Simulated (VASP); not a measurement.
# VASP 6.6.1 run: SiC

INCAR

```
LREAL = .TRUE.
ISIF = 2
PREC = Accurate
GGA = PE
ENCUT = 600
SIGMA = 0.02
EDIFF = 1E-7
NELM = 54
IBRION = -1
ISMEAR = -1
LWAVE = .FALSE.
LASPH = .TRUE.
LCHARG = .FALSE.
NSW = 0
NBANDS = 5
```

KPOINTS

```
KPOINTS created by Atomic Simulation Environment
0
Gamma
10 10 10
0 0 0
```

POSCAR

```
Si C
 1.0000000000000000
     0.0000000000000000    2.1344913040000000    2.1344913040000000
     2.1344913040000000    0.0000000000000000    2.1344913040000000
     2.1344913040000000    2.1344913040000000    0.0000000000000000
 Si  C
   1   1
Cartesian
  0.0000000000000000  0.0000000000000000  0.0000000000000000
  1.0672456520000000  1.0672456520000000  1.0672456520000000
```

The recommended PBE PAW datasets give the neutral cell 8 valence electrons.

Command

```
mpirun -np 1 vasp_std
```

OSZICAR

```
N       E                     dE             d eps       ncg     rms          rms(c)
DAV:   1     0.223571672371E+02    0.22357E+02   -0.44983E+03   475   0.154E+03
DAV:   2    -0.158586404832E+02   -0.38216E+02   -0.36929E+02   660   0.203E+02
DAV:   3    -0.170560006121E+02   -0.11974E+01   -0.11358E+01   575   0.438E+01
DAV:   4    -0.170659285552E+02   -0.99279E-02   -0.99279E-02   755   0.362E+00
DAV:   5    -0.170659522263E+02   -0.23671E-04   -0.23671E-04   580   0.154E-01    0.944E+00
DAV:   6    -0.151125708592E+02    0.19534E+01   -0.77510E+00   500   0.260E+01    0.399E+00
DAV:   7    -0.150360165062E+02    0.76554E-01   -0.43033E-01   635   0.667E+00    0.170E+00
DAV:   8    -0.150278336552E+02    0.81829E-02   -0.19464E-02   525   0.197E+00    0.182E-01
DAV:   9    -0.150280624030E+02   -0.22875E-03   -0.78760E-04   675   0.369E-01    0.892E-02
DAV:  10    -0.150281525367E+02   -0.90134E-04   -0.20447E-04   575   0.179E-01    0.241E-02
DAV:  11    -0.150281513618E+02    0.11748E-05   -0.32525E-05   510   0.563E-02    0.735E-03
DAV:  12    -0.150281516125E+02   -0.25069E-06   -0.12056E-06   610   0.135E-02    0.916E-04
DAV:  13    -0.150281516732E+02   -0.60695E-07   -0.41595E-08   280   0.305E-03
   1 F= -.15028152E+02 E0= -.15028152E+02  d E =-.761509E-12
```

From OUTCAR

```
k-points           NKPTS =     47   k-points in BZ     NKDIM =     47   number of bands    NBANDS=      5

   NELECT =       8.0000    total number of electrons

   dimension x,y,z NGX =    24 NGY =   24 NGZ =   24
   dimension x,y,z NGXF=    48 NGYF=   48 NGZF=   48

  energy-cutoff  :      600.00
  volume of cell :       19.45
      direct lattice vectors                 reciprocal lattice vectors
     0.000000000  2.134491304  2.134491304    -0.234247851  0.234247851  0.234247851
     2.134491304  0.000000000  2.134491304     0.234247851 -0.234247851  0.234247851
     2.134491304  2.134491304  0.000000000     0.234247851  0.234247851 -0.234247851

 k-points in reciprocal lattice and weights: KPOINTS created by Atomic Simulation Env
   0.00000000  0.00000000  0.00000000       0.001
   0.10000000  0.00000000  0.00000000       0.008
   0.20000000  0.00000000  0.00000000       0.008
   0.30000000  0.00000000  0.00000000       0.008
   0.40000000  0.00000000  0.00000000       0.008
   0.50000000  0.00000000  0.00000000       0.004
   0.10000000  0.10000000  0.00000000       0.006
   0.20000000  0.10000000  0.00000000       0.024
   ...

 E-fermi :   9.2603

 k-point     1 :       0.0000    0.0000    0.0000
  band No.  band energies     occupation
      1      -7.0968      2.00000
      2       8.8174      2.00000
      3       8.8174      2.00000
      4       8.8174      2.00000
      5      15.7609      0.00000

 k-point     2 :       0.1000    0.0000    0.0000
  band No.  band energies     occupation
      1      -6.8917      2.00000
      2       7.7976      2.00000
      3       8.6825      2.00000
      4       8.6825      2.00000
      5      15.9220      0.00000

 k-point     3 :       0.2000    0.0000    0.0000
  band No.  band energies     occupation
      1      -6.2848      2.00000
      2       5.6173      2.00000
      3       8.3723      2.00000
      4       8.3723      2.00000
      5      15.5685      0.00000

 k-point     4 :       0.3000    0.0000    0.0000
  band No.  band energies     occupation
      1      -5.3109      2.00000
      2       3.2125      2.00000
      3       8.0525      2.00000
      4       8.0525      2.00000
      5      15.1614      0.00000

 k-point     5 :       0.4000    0.0000    0.0000
  band No.  band energies     occupation
      1      -4.0947      2.00000
      2       1.0540      2.00000
      3       7.8313      2.00000
      4       7.8313      2.00000
      5      14.8994      0.00000

 k-point     6 :       0.5000    0.0000    0.0000
  band No.  band energies     occupation
      1      -3.3001      2.00000
      2      -0.0661      2.00000
      3       7.7538      2.00000
      4       7.7538      2.00000
      5      14.8126      0.00000

 k-point     7 :       0.1000    0.1000    0.0000
  band No.  band energies     occupation
      1      -6.8233      2.00000
      2       8.0791      2.00000
      3       8.3288      2.00000
      4       8.3288      2.00000
      5      15.7155      0.00000

 k-point     8 :       0.2000    0.1000    0.0000
  band No.  band energies     occupation
      1      -6.3501      2.00000
      2       6.3728      2.00000
      3       7.8861      2.00000
      4       8.1958      2.00000
      5      15.3285      0.00000

 ...

  Total        2.3641379      2.3641379      2.3641379     -0.0000000      0.0000000     -0.0000000
  in kB      194.7467482    194.7467482    194.7467482     -0.0000000      0.0000000     -0.0000000
  external PRESSURE =     194.7467482 kB  Pullay stress =       0.0000000 kB

 POSITION                                       TOTAL-FORCE (eV/Angst)
 -----------------------------------------------------------------------------------
      0.00000      0.00000      0.00000         0.000000      0.000000     -0.000000
      1.06725      1.06725      1.06725        -0.000000     -0.000000      0.000000
 -----------------------------------------------------------------------------------
    total drift:                                0.000000      0.000000      0.000000

  FREE ENERGIE OF THE ION-ELECTRON SYSTEM (eV)
  ---------------------------------------------------
  free  energy   TOTEN  =       -15.0281516732 eV

  energy  without entropy=      -15.0281516732  energy(sigma->0) =      -15.02815167
```

It converged. Results: gap between bands v and c on the k mesh 1.29 eV; least direct gap on the k mesh 4.59 eV; pressure 19.5 GPa. Band v is the last that the valence electrons fill when counted band by band, and c is the next.

These settings aren't sound, so the numbers aren't properties of the crystal.

On sound settings PBE gives a gap of 1.30 eV on its mesh and a pressure of 18.9 GPa for the intended cell.

The run took about 4.5 s on one core of a shared host (Intel Xeon Platinum 8488C) and held 0.13 GiB at most.
